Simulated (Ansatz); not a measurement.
# PbF2: what symmetry allows forces and stress to be

```
Pb F
1.0
     0.00000    2.75944    3.02672
     3.02672    0.00000    3.02672
     3.02672    2.75944    0.00000
Pb F
1 2
Direct
  0.94048 0.05952 0.94048
  0.27976 0.22024 0.27976
  0.77976 0.72024 0.77976
```

Level of theory: DFT PBE, scalar-relativistic, plane waves, PAW in Ansatz.

Cutoff 420 eV; k points 8×8×8 on the computed 3-atom cell (Γ-centred); Gaussian smearing, width 0.02 eV; no spin polarisation.

This distorted cell has space group I4mm, with 8 operations.

Question: Without a calculation: in which directions can each atom feel a force?

Answer: A force must be left unchanged by every operation that keeps its atom in place, so it lies in the space that those operations leave fixed. Atoms that the group maps onto each other feel forces of one size.
```tsv
atom	site symmetry	operations at the site	equivalent to atom	allowed force (Cartesian)
Pb1	4mm	8	1	along (0.00, 1.00, 0.00)
F2	2mm.	4	2	along (0.00, 1.00, 0.00)
F3	2mm.	4	2	along (0.00, 1.00, 0.00)
```

That leaves 2 independent force components of 9, tied by 1 condition that the forces sum to zero, so 1 remains. A relaxation in this cell that keeps the symmetry moves the atoms in these directions alone.

Question: And the stress tensor?

Answer: It must be invariant under the point group, which leaves 2 independent components: yz, xz, xy vanish; xx = zz.

Question: Do the computed values obey this?

Answer: Yes. Forces (eV/Å):
```
Pb1  0.000  1.456  0.000
F2   0.000 -0.728  0.000
F3   0.000 -0.728  0.000
```

Stress (GPa, compression positive, xx yy zz yz xz xy): 9.62 10.67 9.62 0.00 0.00 0.00. The program imposes the same operations on density, forces and stress, so this confirms the analysis and is no independent test of the calculation.

Spin–orbit coupling is left out, which can shift energies with elements as heavy as these.